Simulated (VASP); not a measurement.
# CsSnBr3 (Pm-3m) in VASP: reference runs

How does CsSnBr3 come out in PBEsol? The cell is run as given.

Everything below comes from runs of VASP 6.6.1. Logs are shortened: lines on timing, memory, paths and dates and some standing lists are left out, and cuts for length are marked.

## 1. The structure

The structure is cubic, space group Pm-3m (No. 221). Conventional cell: a = 5.839 Å, b = 5.839 Å, c = 5.839 Å, α = 90.00°, β = 90.00°, γ = 90.00°. Around Cs (site symmetry m-3m) lie 12 Br at 4.13 Å. Sn (site symmetry m-3m) is surrounded by 6 Br at 2.92 Å. Br (site symmetry 4/mmm) has 2 Sn at 2.92 Å as nearest neighbours.

The cell is a database's computed one.

## 2. Single point, PBEsol

INCAR

```
PREC = Accurate
ENCUT = 520
EDIFF = 1E-7
ISMEAR = -1
SIGMA = 0.05
LREAL = False
LASPH = True
NELM = 60
ALGO = Normal
ISIF = 2
LWAVE = False
LCHARG = True
GGA = PS
LVHAR = True
NBANDS = 30
KPAR = 2
```

KPOINTS

```
regular mesh
0
Gamma
  5 5 5
```

POSCAR

```
CsSnBr3
1.0
    5.8390056100      0.0000000000      0.0000000000
    0.0000000000      5.8390056100      0.0000000000
    0.0000000000      0.0000000000      5.8390056100
Cs Sn Br
1 1 3
Direct
    0.0000000000      0.0000000000      0.0000000000
    0.5000000000      0.5000000000      0.5000000000
    0.0000000000      0.5000000000      0.5000000000
    0.5000000000      0.5000000000      0.0000000000
    0.5000000000      0.0000000000      0.5000000000
```

Potentials or basis: VASP PAW PBE potentials, release 64 (Cs_sv, Sn_d, Br).

Command:

```console
$ cat potpaw_PBE.64/Cs_sv/POTCAR potpaw_PBE.64/Sn_d/POTCAR potpaw_PBE.64/Br/POTCAR > POTCAR
$ mpirun -np 2 vasp_std > vasp.out
```

OUTCAR:

```text
PREC = Accurate
   ENCUT = 520
   EDIFF = 1E-7
   ISMEAR = -1
   LREAL = False
   LASPH = True
   NELM = 60
   ISIF = 2
   GGA = PS

 ion  position               nearest neighbor table
   1  0.000  0.000  0.000-
   2  0.500  0.500  0.500-   3 2.92   4 2.92   5 2.92   4 2.92   5 2.92   3 2.92
   3  0.000  0.500  0.500-   2 2.92   2 2.92
   4  0.500  0.500  0.000-   2 2.92   2 2.92
   5  0.500  0.000  0.500-   2 2.92   2 2.92

  LATTYP: Found a simple cubic cell.
 ALAT       =     5.8390056100

  Lattice vectors:

 A1 = (   5.8390056100,   0.0000000000,   0.0000000000)
 A2 = (   0.0000000000,   5.8390056100,   0.0000000000)
 A3 = (   0.0000000000,   0.0000000000,   5.8390056100)

Analysis of symmetry for initial positions (statically):
=====================================================================
 Subroutine PRICEL returns:
 Original cell was already a primitive cell.

 Routine SETGRP: Setting up the symmetry group for a
 simple cubic supercell.

 Subroutine GETGRP returns: Found 48 space group operations
 (whereof 48 operations were pure point group operations)
 out of a pool of 48 trial point group operations.

The static configuration has the point symmetry O_h .

Analysis of symmetry for dynamics (positions and initial velocities):
=====================================================================
 Subroutine PRICEL returns:
 Original cell was already a primitive cell.

 Routine SETGRP: Setting up the symmetry group for a
 simple cubic supercell.

 Subroutine GETGRP returns: Found 48 space group operations
 (whereof 48 operations were pure point group operations)
 out of a pool of 48 trial point group operations.

The dynamic configuration has the point symmetry O_h .

 Subroutine INISYM returns: Found 48 space group operations
 (whereof 48 operations are pure point group operations),
 and found     1 'primitive' translations

----------------------------------------------------------------------------------------

                                     Primitive cell

  volume of cell :     199.0750

  direct lattice vectors                    reciprocal lattice vectors
     5.839005610  0.000000000  0.000000000     0.171262038  0.000000000  0.000000000
     0.000000000  5.839005610  0.000000000     0.000000000  0.171262038  0.000000000
[... 75 lines left out ...]
   NELM   =     60;   NELMIN=  2; NELMDL= -5     # of ELM steps
   EDIFF  = 0.1E-06   stopping-criterion for ELM
   LREAL  =      F    real-space projection
   EDIFFG = 0.1E-05   stopping-criterion for IOM
   NSW    =      0    number of steps for IOM
   IBRION =     -1    ionic relax: 0-MD 1-quasi-New 2-CG
   NFREE  =      0    steps in history (QN), initial steepest desc. (CG)
   ISIF   =      2    stress and relaxation
   ISYM   =      2    0-nonsym 1-usesym 2-fastsym
   POTIM  = 0.5000    time-step for ionic-motion
   TEBEG  =    0.0;   TEEND  =   0.0 temperature during run
   PSTRESS=    0.0 pullay stress
   NELECT =      44.0000    total number of electrons
   NUPDOWN=      -1.0000    fix difference up-down
   EMIN   =  10.00;   EMAX   =-10.00  energy-range for DOS
   EFERMI =   0.00;   METHOD = LEGACY
   ISMEAR =    -1;   SIGMA  =   0.05  broadening in eV -4-tet -1-fermi 0-gaus
   EFERMI_NEDOS =   21; number of points for ismear=-14 and -15
   IALGO  =     38    algorithm
   IMIX   =      4    mixing-type and parameters
     AMIX     =   0.40;   BMIX     =  1.00
     AMIX_MAG =   1.60;   BMIX_MAG =  1.00
  volume/ion in A,a.u.               =      39.81       268.68
  Fermi-wavevector in a.u.,A,eV,Ry     =   0.989814  1.870477 13.330054  0.979731
  Thomas-Fermi vector in A             =   2.121439
   LORBIT       =      0    0 simple, 1 ext, 2 COOP (PROOUT), +10 PAW based schemes
   GGA     = PS    functional components
   LHFCALC =     F    Hartree Fock is set to
   AEXX    =    0.0000 exact exchange contribution
   IVDW    =     0    specifies the selected vdW correction
   LEPSILON=     F    determine dielectric tensor
   LRPA    =     F    only Hartree local field effects (RPA)
 non-spin polarized calculation
  energy-cutoff  :      520.00
  volume of cell :      199.07
 maximum number of plane-waves:      5377
 NGX is ok and might be reduce to    48
   NGX = 21   NGY = 21   NGZ = 21

 number of electron      44.0000008 magnetization

 Free energy of the ion-electron system (eV)
  ---------------------------------------------------
  ext. energy  EPLUGINS =         0.00000000
  ---------------------------------------------------
  free energy    TOTEN  =       -16.81778124 eV

  energy without entropy =      -16.81778124  energy(sigma->0) =      -16.81778124

 E-fermi :   2.0132     XC(G=0):  -7.8374

 val. band max:        1.1144821184   @ k =   0.4000   0.4000   0.4000
 cond. band min:       2.9446150293   @ k =   0.4000   0.4000   0.4000
 fundamental gap:      1.8301329109
 Fermi energy:         2.0131591344

 k-point     1 :       0.0000    0.0000    0.0000
  band No.  band energies     occupation
      1     -20.1731      2.00000
      2     -20.0208      2.00000
      3     -20.0208      2.00000
      4     -19.9913      2.00000
      5     -19.9913      2.00000
      6     -19.9913      2.00000
[... 319 lines left out ...]
     29       6.4877      0.00000
     30       7.5364      0.00000

------------------------ aborting loop because EDIFF is reached ----------------------------------------

  FORCE on cell =-STRESS in cart. coord.  units (eV):
  Direction    XX          YY          ZZ          XY          YZ          ZX
  --------------------------------------------------------------------------------------
  -------------------------------------------------------------------------------------
  Total       -1.1042933     -1.1042933     -1.1042933      0.0000000     -0.0000000      0.0000000
  in kB       -8.8874740     -8.8874740     -8.8874740      0.0000000     -0.0000000      0.0000000
  external PRESSURE =      -8.8874740 kB  Pullay stress =       0.0000000 kB

 VOLUME and BASIS-vectors are now :
 -----------------------------------------------------------------------------
  energy-cutoff  :      520.00
  volume of cell :      199.07
      direct lattice vectors                 reciprocal lattice vectors
     5.839005610  0.000000000  0.000000000     0.171262038  0.000000000  0.000000000
     0.000000000  5.839005610  0.000000000     0.000000000  0.171262038  0.000000000
     0.000000000  0.000000000  5.839005610     0.000000000  0.000000000  0.171262038

 POSITION                                       TOTAL-FORCE (eV/Angst)
 -----------------------------------------------------------------------------------
      0.00000      0.00000      0.00000         0.000000      0.000000      0.000000
      2.91950      2.91950      2.91950         0.000000      0.000000      0.000000
      0.00000      2.91950      2.91950         0.000000      0.000000      0.000000
      2.91950      2.91950      0.00000         0.000000      0.000000      0.000000
      2.91950      0.00000      2.91950         0.000000      0.000000      0.000000
 -----------------------------------------------------------------------------------
    total drift:                                0.000000     -0.000000     -0.000000

  FREE ENERGIE OF THE ION-ELECTRON SYSTEM (eV)
  ---------------------------------------------------
  free  energy   TOTEN  =       -16.8177812395 eV

  energy  without entropy=      -16.8177812356  energy(sigma->0) =      -16.81778124
```

stdout:

```text
POSCAR found type information on POSCAR CsSnBr
 POSCAR found :  3 types and       5 ions
 scaLAPACK will be used
 -----------------------------------------------------------------------------
|                                                                             |
|                                                                             |
|     You enforced a specific xc type in the INCAR file but a different       |
|     I HOPE YOU KNOW WHAT YOU ARE DOING!                                     |
|                                                                             |
 -----------------------------------------------------------------------------

 LDA part: xc-table for (Slater+PW92), standard interpolation
 POSCAR, INCAR and KPOINTS ok, starting setup
 FFT: planning ... GRIDC
 FFT: planning ... GRID_SOFT
 FFT: planning ... GRID
 WAVECAR not read
 entering main loop
```

It took 36 s on 2 MPI ranks of Intel Xeon Platinum 8259CL at 2.50GHz (Skylake/Cascade Lake), shared host; peak memory 0.34 GiB.

What came out:

- Free energy: -16.8178 eV
- Pressure: -0.9 GPa
- Band gap on the k mesh: 1.83 eV, direct

Caveat: the PAW data sets were made with another functional, which shifts forces and pressure a little; spin-orbit coupling is left out, which moves the levels of the heavy elements; an odd mesh through Γ misses points on the zone boundary, where band edges often lie.

## 3. How close it comes

Step 2. The gap isn't set beside the measured one, since this odd mesh misses points on the zone boundary.
